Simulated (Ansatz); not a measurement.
**Rh: stress in a strained cell**

Aim: deform Rh (z strained by +4 % at fixed volume) and compute stress, forces and field gradients with LAPW, PAW and all-electron datasets made for the crystal.

Method: DFT PBE, scalar-relativistic, in Ansatz 0.2.0.

### 1 The structure to begin with

It takes space group Fm-3m (No. 225, cubic). Conventional cell: a = 3.803 Å, b = 3.803 Å, c = 3.803 Å, α = 90.00°, β = 90.00°, γ = 90.00°. Rh (site symmetry m-3m) has 12 Rh at 2.69 Å as nearest neighbours.

Coordinates:

```cif
data_structure
_symmetry_space_group_name_H-M 'Fm-3m'
_symmetry_Int_Tables_number 225
_cell_length_a 3.8031
_cell_length_b 3.8031
_cell_length_c 3.8031
_cell_angle_alpha 90.000
_cell_angle_beta 90.000
_cell_angle_gamma 90.000
_cell_volume 55.01
loop_
_atom_site_label
_atom_site_type_symbol
_atom_site_symmetry_multiplicity
_atom_site_Wyckoff_symbol
_atom_site_fract_x
_atom_site_fract_y
_atom_site_fract_z
_atom_site_occupancy
Rh1 Rh 4 a 0.00000 0.00000 0.00000 1
```

The file gives the conventional cell by its symmetry; the runs use the cell typed in the input.

### 2 After the deformation

Space group Fm-3m before, I4/mmm after.

### 3 Full-potential LAPW

input.yaml

```yaml
crystal:
  lattice:
    - [0.0, 1.8646231839, 1.977612]
    - [1.8646231839, 0.0, 1.977612]
    - [1.8646231839, 1.8646231839, 0.0]
  atoms:
    - { symbol: Rh, position: [0.0, 0.0, 0.0] }
kpoints:
  mp_grid: { grid: [16, 16, 16] }
scf:
  occupations: { method: fermi_dirac, width: 0.08 }
hamiltonian:
  xc: pbe
  pseudopotentials: { kind: all_electron, lapw: { basis_error: 0.001 } }
output:
  forces: true
  stress: true
  eigenvalues: true
```

Log (excerpt; [...] marks lines left out):

```text
LAPW: plane waves up to 8.709 Å⁻¹, error target 1.0e-3 eV per atom; small_component_spin mean_spin; Rh in spheres of 1.318 Å, 27 of its electrons in bands, Dirac shells []
[...]
Pseudopotentials: kind: all_electron
Pseudopotential: Rh, LAPW, valence charge 27, Koelling and Harmon's equation, gaussian nucleus
Functional definition: PBE
[...]
Crystal: 1 atoms, lattice volume = 13.752 Å³
Basis set: ecut = 288.96768510537794 eV, 153 PW (Γ), FFT grids on a1−a2, a2, a3, exchange–correlation at level 2
Bands: 18, of which v1, the nominal top of the filled ones, is band 14 counted from 1 (13 counted from 0)
Symmetry: 16 space group operations
Space group: I4/mmm (ITA 139), of the structure as read, at distance tolerance 2.4e-5 Å
k-points: 349 of 4096
[...]
SCF iter   1: F=—  HF=-130187.743712 eV  |F-HF|=—  |Δ(HF+E_count)|=         —  Δρ=4.19e-2  dr2=1.27e-1  ethr=4.69e-4  ⟨swp⟩=2.9  Hψ=40922  notcnv=0
[...]
the basis was enlarged: its passes take 415.9 KiB over the memory plan, 1 of 1 planned eigensolver slots
[...]
SCF iter   6: F=-130187.282594 eV  HF=-130187.282594 eV  |F-HF|=1.01e-8  |Δ(HF+E_count)|=   5.32e-7  Δρ=5.93e-6  dr2=3.27e-9  ethr=2.17e-9  ⟨swp⟩=2.8  Hψ=17917  notcnv=0
[...]
SCF converged after 6 iterations
Free energy (F): -130187.282594 eV
[...]
E sigma→0 (E₀):  -130187.267900 eV
Entropy (-TS):   -0.029388 eV (-29.388 meV/atom)
Fermi energy:    24.562206 eV
[...]
--- Forces (eV/Å), atoms counted from 1 ---
  atom   1  Rh    -0.00000000     0.00000000     0.00000000
[...]
--- Stress (GPa, compression-positive) ---
       11.440105       0.000000       0.000000
        0.000000      11.440105       0.000000
        0.000000       0.000000      -3.250500
  P = ⅓ Tr σ = 6.5432 GPa (65.432 kbar)
--- Band table (eV; the first three rows and the last of 349) ---
  k-point 0: bands = ["-272.3310", "-272.3247", "-272.3247", "-272.3025", "-272.2998", "-54.3027", "-21.7861", "-21.7554", "-21.7554", "16.6165", "21.0745", "21.7379", "21.7379", "23.1686", "23.9624", "40.4182", "44.5821", "46.2968"]
[...]
```

Wall time 29 s (1 thread, shared host).

In short: pressure 6.54 GPa; no gap.

### 4 PAW with frozen cores

input.yaml: that of step 3 with these lines changed.

```diff
@@ -13,3 +13,3 @@
   xc: pbe
-  pseudopotentials: { kind: all_electron, lapw: { basis_error: 0.001 } }
+  pseudopotentials: { kind: paw }
 output:
@@ -18 +18,2 @@
   eigenvalues: true
+  efg: { contact_densities: true }
```

Log (excerpt; [...] marks lines left out):

```text
Rh: output.efg is read without spin–orbit coupling, which moves field gradients at and beside such atoms by some per cent and up to a factor of two; PAW files take it under magnetization.noncollinear and magnetization.spin_orbit
[...]
Pseudopotentials: kind: paw
Pseudopotential: Rh, paw, valence charge 17, recommended cutoff 420 eV (normal)
[... 1 set-up line as earlier in the session ...]
[...]
Crystal: 1 atoms, lattice volume = 13.752 Å³
Basis set: ecut = 420 eV, 267 PW (Γ), exchange–correlation on 40×40×36 points (8 copies of the dense FFT grid, shifted against one another)
Bands: 13, of which v1, the nominal top of the filled ones, is band 9 counted from 1 (8 counted from 0)
[... 2 set-up lines as earlier in the session ...]
k-points: 349 of 4096
[...]
SCF converged after 6 iterations
Free energy (F): -6402.873758 eV
[...]
E sigma→0 (E₀):  -6402.859054 eV
Entropy (-TS):   -0.029408 eV (-29.408 meV/atom)
Fermi energy:    22.377501 eV
[...]
--- Forces (eV/Å), atoms counted from 1 ---
  atom   1  Rh    -0.00000000     0.00000000     0.00000000
[...]
--- Stress (GPa, compression-positive) ---
       11.479337       0.000000       0.000000
        0.000000      11.479337       0.000000
        0.000000      -0.000000      -3.217346
  P = ⅓ Tr σ = 6.5804 GPa (65.804 kbar)
--- PAW observables at the nuclei: V_zz in 10²¹ V/m², potentials from the cell's mean, atoms counted from 1 ---
  atom   1  Rh V_zz =    +0.396153   η = 0.0000   by run symmetry: allowed
            electrostatic potential = -7029.722791 V   contact ρ = 789889.830526 e/Å³
--- Band table (eV; the first three rows and the last of 349) ---
  k-point 0: bands = ["-56.4819", "-23.9700", "-23.9393", "-23.9393", "14.4266", "18.8881", "19.5512", "19.5512", "20.9814", "21.7753", "38.2486", "42.4031", "44.1202"]
[...]
```

It took 4.7 s on 1 thread, shared host.

In short: pressure 6.58 GPa; no gap; Vzz Rh 0.40 (η = 0.00) (10²¹ V/m²).

### 5 All-electron PAW on datasets made for the crystal

input.yaml: that of step 4 with these lines changed.

```diff
@@ -13,3 +13,3 @@
   xc: pbe
-  pseudopotentials: { kind: paw }
+  pseudopotentials: { kind: all_electron, datasets: crystal }
 output:
```

Log (excerpt; [...] marks lines left out):

```text
[...]
Rh: output.efg is read without spin–orbit coupling, which moves field gradients at and beside such atoms by some per cent and up to a factor of two; PAW files take it under magnetization.noncollinear and magnetization.spin_orbit
[...]
[... 1 set-up line as earlier in the session ...]
Pseudopotential: Rh, paw, valence charge 17, recommended cutoff 320 eV (normal), Koelling and Harmon's equation, gaussian nucleus
[... 1 set-up line as earlier in the session ...]
[...]
Crystal: 1 atoms, lattice volume = 13.752 Å³
Basis set: ecut = 320 eV, 169 PW (Γ), exchange–correlation on 32×32×32 points (8 copies of the dense FFT grid, shifted against one another)
Bands: 9, of which v1, the nominal top of the filled ones, is band 5 counted from 1 (4 counted from 0)
[... 2 set-up lines as earlier in the session ...]
k-points: 349 of 4096
[...]
Fermi energy:    24.562240 eV
[...]
  The terms above E_closure are by the made datasets' own strengths, without shells solved beside the bands.
--- Forces (eV/Å), atoms counted from 1 ---
  atom   1  Rh     0.00000000     0.00000000    -0.00000000
[...]
--- Stress (GPa, compression-positive) ---
       11.440900       0.000000       0.000000
        0.000000      11.440900       0.000000
        0.000000       0.000000      -3.252185
  P = ⅓ Tr σ = 6.5432 GPa (65.432 kbar)
  It holds what live shells' own plane waves past their cutoff add
--- PAW observables at the nuclei: V_zz in 10²¹ V/m², potentials from the cell's mean, atoms counted from 1 ---
  atom   1  Rh V_zz =    +0.397629   η = 0.0000   by run symmetry: allowed
            electrostatic potential = -7029.760014 V   contact ρ = 789919.191239 e/Å³
--- Band table (eV; the first three rows and the last of 349) ---
  k-point 0: bands = ["16.6164", "21.0746", "21.7379", "21.7379", "23.1686", "23.9624", "40.4181"]
[...]
```

Wall time 15 s (1 thread, shared host).

In short: pressure 6.54 GPa; no gap; Vzz Rh 0.40 (η = 0.00) (10²¹ V/m²).

### 6 Side by side

Stress (GPa, compression positive):

```csv
method,xx,yy,zz,yz,xz,xy
LAPW,11.44,11.44,-3.25,0.00,0.00,0.00
PAW,11.48,11.48,-3.22,0.00,0.00,0.00
crystal datasets,11.44,11.44,-3.25,0.00,0.00,0.00
```

```
          method  pressure (GPa)  Vzz Rh (10²¹ V/m²)  SCF cycles, all passes   time
            LAPW            6.54                   –                       6   29 s
             PAW            6.58                0.40                       6  4.7 s
crystal datasets            6.54                0.40                       8   15 s
```

### 7 Results

```
                                 quantity                                           value
                                 pressure  LAPW 6.54, PAW 6.58, crystal datasets 6.54 GPa
largest shear or deviatoric stress (LAPW)                                        9.79 GPa
```

What this shows: The largest part of the stress beyond the pressure is 9.79 GPa in size, in the zz component. No run of the undeformed cell stands beside it, so the pressure holds what the given cell had before the change. PAW: stress within 0.04 GPa of LAPW. Crystal datasets: stress within 0.01 GPa of LAPW.
